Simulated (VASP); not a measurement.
# EuS (Fm-3m) in VASP: notebook

Aim: see how the results for EuS move with the level of theory and the settings. Levels: PBE, RPBE, revPBE, BLYP. Tasks: single point, relaxation of cell and atoms.

Everything below comes from runs of VASP 6.6.1. Logs are shortened: lines on timing, memory, paths and dates and some standing lists are left out, and cuts for length are marked.

**What was measured.**

From “Crystal-field mediated electronic transitions of EuS up to 35 GPa”, 2022, pmc:8786971, for a powder of EuS at 300 K: band gap 1.72 eV (optical).

How close the calculation comes is told below.

### Step 1. Starting point

It takes space group Fm-3m (No. 225, cubic). The conventional cell has a = 5.957 Å, b = 5.957 Å, c = 5.957 Å, α = 90.00°, β = 90.00°, γ = 90.00°. Eu (site symmetry m-3m) has 6 S at 2.98 Å as nearest neighbours. Around S (site symmetry m-3m) lie 6 Eu at 2.98 Å.

### Step 2. Single point, PBE, collinear spin, ferromagnetic start

File INCAR:

```
SYSTEM = EuS
PREC = Accurate ; ENCUT = 520
EDIFF = 1E-6 ; ISMEAR = 0
SIGMA = 0.014 ; LREAL = .False.
LASPH = .True. ; NELM = 150
ALGO = Fast ; ISIF = 2
LWAVE = .False. ; LCHARG = .False.
ISPIN = 2 ; MAGMOM = 7 0
LORBIT = 11 ; LMAXMIX = 6
GGA = PE ; NBANDS = 22
```

File KPOINTS:

```
Automatic mesh
0
Gamma
  8 8 8
  0 0 0
```

File POSCAR:

```
EuS
1.0
    0.0000000000      2.9785000000      2.9785000000
    2.9785000000      0.0000000000      2.9785000000
    2.9785000000      2.9785000000      0.0000000000
Eu S
1 1
Direct
    0.0000000000      0.0000000000      0.0000000000
    0.5000000000      0.5000000000      0.5000000000
```

Potentials or basis: VASP PAW PBE potentials, release 64 (Eu, S).

Started as:

```bash
cat potpaw_PBE.64/Eu/POTCAR potpaw_PBE.64/S/POTCAR > POTCAR
mpirun -np 1 vasp_std > vasp.out
```

OUTCAR:

```text
SYSTEM = EuS
   PREC = Accurate
   ENCUT = 520
   EDIFF = 1E-6
   ISMEAR = 0
   LREAL = .False.
   LASPH = .True.
   NELM = 150
   ISIF = 2
   ISPIN = 2
   LORBIT = 11
   GGA = PE

 ion  position               nearest neighbor table
   1  0.000  0.000  0.000-   2 2.98   2 2.98   2 2.98   2 2.98   2 2.98   2 2.98
   2  0.500  0.500  0.500-   1 2.98   1 2.98   1 2.98   1 2.98   1 2.98   1 2.98

  LATTYP: Found a face centered cubic cell.
 ALAT       =     5.9570000000

  Lattice vectors:

 A1 = (   0.0000000000,   2.9785000000,   2.9785000000)
 A2 = (   2.9785000000,   0.0000000000,   2.9785000000)
 A3 = (   2.9785000000,   2.9785000000,   0.0000000000)

Analysis of symmetry for initial positions (statically):
=====================================================================
 Subroutine PRICEL returns:
 Original cell was already a primitive cell.

 Routine SETGRP: Setting up the symmetry group for a
 face centered cubic supercell.

 Subroutine GETGRP returns: Found 48 space group operations
 (whereof 48 operations were pure point group operations)
 out of a pool of 48 trial point group operations.

The static configuration has the point symmetry O_h .

Analysis of symmetry for dynamics (positions and initial velocities):
=====================================================================
 Subroutine PRICEL returns:
 Original cell was already a primitive cell.

 Routine SETGRP: Setting up the symmetry group for a
 face centered cubic supercell.

 Subroutine GETGRP returns: Found 48 space group operations
 (whereof 48 operations were pure point group operations)
 out of a pool of 48 trial point group operations.

The dynamic configuration has the point symmetry O_h .

Analysis of structural, dynamic, and magnetic symmetry:
=====================================================================
 Subroutine PRICEL returns:
 Original cell was already a primitive cell.

 Routine SETGRP: Setting up the symmetry group for a
 face centered cubic supercell.

 Subroutine GETGRP returns: Found 48 space group operations
 (whereof 48 operations were pure point group operations)
 out of a pool of 48 trial point group operations.

The overall configuration has the point symmetry O_h .

 Subroutine INISYM returns: Found 48 space group operations
 (whereof 48 operations are pure point group operations),
 and found     1 'primitive' translations

----------------------------------------------------------------------------------------

                                     Primitive cell

  volume of cell :      52.8473

  direct lattice vectors                    reciprocal lattice vectors
     0.000000000  2.978500000  2.978500000    -0.167869733  0.167869733  0.167869733
     2.978500000  0.000000000  2.978500000     0.167869733 -0.167869733  0.167869733
     2.978500000  2.978500000  0.000000000     0.167869733  0.167869733 -0.167869733

  length of vectors
     4.212235096  4.212235096  4.212235096     0.290758907  0.290758907  0.290758907

  position of ions in fractional coordinates (direct lattice)
     0.000000000  0.000000000  0.000000000
     0.500000000  0.500000000  0.500000000

  ion indices of the primitive-cell ions
   primitive index   ion index
                 1           1
                 2           2

----------------------------------------------------------------------------------------

 KPOINTS: Automatic mesh

Automatic generation of k-mesh.
 Grid dimensions read from file:
 generate k-points for:    8    8    8

 Generating k-lattice:

  Cartesian coordinates                     Fractional coordinates (reciprocal lattice)
    -0.020983717  0.020983717  0.020983717     0.125000000  0.000000000  0.000000000
     0.020983717 -0.020983717  0.020983717     0.000000000  0.125000000  0.000000000
     0.020983717  0.020983717 -0.020983717     0.000000000  0.000000000  0.125000000

  Length of vectors
     0.036344863  0.036344863  0.036344863

  Shift w.r.t. Gamma in fractional coordinates (k-lattice)
     0.000000000  0.000000000  0.000000000

 Subroutine IBZKPT returns following result:
 ===========================================

 Found     29 irreducible k-points:

 Following reciprocal coordinates:
            Coordinates               Weight
  0.000000  0.000000  0.000000      1.000000
  0.125000  0.000000  0.000000      8.000000
  0.250000  0.000000  0.000000      8.000000
  0.375000  0.000000  0.000000      8.000000
  0.500000  0.000000  0.000000      4.000000
  0.125000  0.125000  0.000000      6.000000
[... 16 lines left out ...]
  0.500000  0.250000  0.125000     48.000000
 -0.375000  0.250000  0.125000     24.000000
 [... further k-points ...]
   k-points           NKPTS =     29   k-points in BZ     NKDIM =     29   number of bands    NBANDS=     22
   number of dos      NEDOS =    301   number of ions     NIONS =      2
   total plane-waves  NPLWV =  32768
   dimension x,y,z NGX =    32 NGY =   32 NGZ =   32
   dimension x,y,z NGXF=    64 NGYF=   64 NGZF=   64
   ions per type =               1   1
   NGX,Y,Z   is equivalent  to a cutoff of  12.63, 12.63, 12.63 a.u.
   NGXF,Y,Z  is equivalent  to a cutoff of  25.26, 25.26, 25.26 a.u.
 SYSTEM =  EuS
   PREC   = accura    normal or accurate (medium, high low for compatibility)
   ISTART =      0    job   : 0-new  1-cont  2-samecut
   ICHARG =      2    charge: 1-file 2-atom 10-const
   ISPIN  =      2    spin polarized calculation?
   LNONCOLLINEAR =      F non collinear calculations
   LSORBIT =      F    spin-orbit coupling
   LASPH  =      T    aspherical Exc in radial PAW
   ENCUT  =  520.0 eV  38.22 Ry    6.18 a.u.   7.83  7.83  7.83*2*pi/ulx,y,z
   NELM   =    150;   NELMIN=  2; NELMDL= -5     # of ELM steps
   EDIFF  = 0.1E-05   stopping-criterion for ELM
   LREAL  =      F    real-space projection
[... 7 lines left out ...]
   TEBEG  =    0.0;   TEEND  =   0.0 temperature during run
   PSTRESS=    0.0 pullay stress
   NELECT =      23.0000    total number of electrons
   NUPDOWN=      -1.0000    fix difference up-down
   EMIN   =  10.00;   EMAX   =-10.00  energy-range for DOS
   EFERMI =   0.00;   METHOD = LEGACY
   ISMEAR =     0;   SIGMA  =   0.01  broadening in eV -4-tet -1-fermi 0-gaus
   EFERMI_NEDOS =   21; number of points for ismear=-14 and -15
   IALGO  =     68    algorithm
   IMIX   =      4    mixing-type and parameters
     AMIX     =   0.40;   BMIX     =  1.00
     AMIX_MAG =   1.60;   BMIX_MAG =  1.00
  volume/ion in A,a.u.               =      26.42       178.32
  Fermi-wavevector in a.u.,A,eV,Ry     =   1.240633  2.344456 20.941667  1.539169
  Thomas-Fermi vector in A             =   2.375065
   LORBIT       =     11    0 simple, 1 ext, 2 COOP (PROOUT), +10 PAW based schemes
   GGA     = PE    functional components
   LHFCALC =     F    Hartree Fock is set to
   AEXX    =    0.0000 exact exchange contribution
   IVDW    =     0    specifies the selected vdW correction
   LEPSILON=     F    determine dielectric tensor
   LRPA    =     F    only Hartree local field effects (RPA)
 spin polarized calculation
 RMM-DIIS sequential band-by-band and
 Gauss-broadening in eV      SIGMA  =   0.01
  energy-cutoff  :      520.00
  volume of cell :       52.85
 maximum number of plane-waves:      1436
   NGX = 15   NGY = 15   NGZ = 15

 number of electron      23.0000004 magnetization       6.9882321

 Free energy of the ion-electron system (eV)
  ---------------------------------------------------
  ext. energy  EPLUGINS =         0.00000000
  ---------------------------------------------------
  free energy    TOTEN  =       -19.89734877 eV

  energy without entropy =      -19.89727371  energy(sigma->0) =      -19.89731124

 E-fermi :   4.2704     XC(G=0):  -9.6347

 val. band max:        4.2398804579   @ k =   0.1250   0.0000   0.0000
 cond. band min:       4.2769992075   @ k =   0.1250   0.1250   0.0000
 fundamental gap:      0.0371187497
 Fermi energy:         4.2703663996

 spin component 1

 k-point     1 :       0.0000    0.0000    0.0000
  band No.  band energies     occupation
      1     -37.2050      1.00000
      2     -15.9202      1.00000
      3     -15.9202      1.00000
      4     -15.9202      1.00000
      5      -9.1819      1.00000
      6       1.5233      1.00000
[... 14 lines left out ...]
     21       6.2347      0.00000
     22      11.6533      0.00000
[... 552 lines left out ...]
  band No.  band energies     occupation
      1     -37.1899      1.00000
      2     -16.1880      1.00000
      3     -16.0152      1.00000
      4     -15.9705      1.00000
      5      -8.4782      1.00000
      6      -0.5664      1.00000
[... 14 lines left out ...]
     21      10.4556      0.00000
     22      11.7047      0.00000

 [... further k-points ...]

 spin component 2

 k-point     1 :       0.0000    0.0000    0.0000
  band No.  band energies     occupation
      1     -34.1191      1.00000
      2     -13.6602      1.00000
      3     -13.6602      1.00000
      4     -13.6602      1.00000
      5      -9.1775      1.00000
      6       1.6703      1.00000
[... 14 lines left out ...]
     21       9.0544      0.00000
     22      12.8397      0.00000
[... 552 lines left out ...]
  band No.  band energies     occupation
      1     -34.0982      1.00000
      2     -14.0647      1.00000
      3     -13.7860      1.00000
      4     -13.7259      1.00000
      5      -8.4147      1.00000
      6      -0.3235      1.00000
[... 14 lines left out ...]
     21      11.5207      0.00000
     22      12.3156      0.00000

 [... further k-points ...]

------------------------ aborting loop because EDIFF is reached ----------------------------------------

  FORCE on cell =-STRESS in cart. coord.  units (eV):
  Direction    XX          YY          ZZ          XY          YZ          ZX
  --------------------------------------------------------------------------------------
  -------------------------------------------------------------------------------------
  Total       -0.9178312     -0.9178312     -0.9178312      0.0000000      0.0000000      0.0000000
  in kB      -27.8259878    -27.8259878    -27.8259878      0.0000000      0.0000000      0.0000000
  external PRESSURE =     -27.8259878 kB  Pullay stress =       0.0000000 kB

 VOLUME and BASIS-vectors are now :
 -----------------------------------------------------------------------------
  energy-cutoff  :      520.00
  volume of cell :       52.85
      direct lattice vectors                 reciprocal lattice vectors
     0.000000000  2.978500000  2.978500000    -0.167869733  0.167869733  0.167869733
     2.978500000  0.000000000  2.978500000     0.167869733 -0.167869733  0.167869733
     2.978500000  2.978500000  0.000000000     0.167869733  0.167869733 -0.167869733

 POSITION                                       TOTAL-FORCE (eV/Angst)
 -----------------------------------------------------------------------------------
      0.00000      0.00000      0.00000         0.000000      0.000000      0.000000
      2.97850      2.97850      2.97850        -0.000000      0.000000      0.000000
 -----------------------------------------------------------------------------------
    total drift:                                0.000000     -0.000000     -0.000000

  FREE ENERGIE OF THE ION-ELECTRON SYSTEM (eV)
  ---------------------------------------------------
  free  energy   TOTEN  =       -19.8973487681 eV

  energy  without entropy=      -19.8972737098  energy(sigma->0) =      -19.89731124

 total charge

# of ion       s       p       d       f       tot
--------------------------------------------------
    1        2.027   5.757   0.304   6.658  14.747
    2        1.316   2.430   0.000   0.000   3.746
--------------------------------------------------
tot          3.343   8.188   0.304   6.658  18.493

 magnetization (x)

# of ion       s       p       d       f       tot
--------------------------------------------------
    1       -0.015  -0.114   0.093   6.628   6.592
    2       -0.007  -0.066   0.000   0.000  -0.073
--------------------------------------------------
tot         -0.022  -0.180   0.093   6.628   6.519
```

It took 83 s on 1 thread of Intel Xeon 6975P-C (Granite Rapids), shared host; peak memory 0.26 GiB.

What came out:

* Free energy: -19.8973 eV
* Pressure: -2.8 GPa
* Band gap on the k mesh: none (metal or under the smearing width)
* Net moment: 6.99 μB per cell
* Site moments: Eu +6.59; S -0.07 μB
* Valence electrons inside the program's atomic spheres: Eu 14.75; S 3.75

Caveat: spin-orbit coupling is left out, which moves the levels of the heavy elements; a cell with one magnetic atom can't hold antiferromagnetic order, which such compounds often take; without U or exact exchange the open f shell lies at the Fermi level, which spoils levels, moments and volumes.

(Continued in part 2 of 2.)
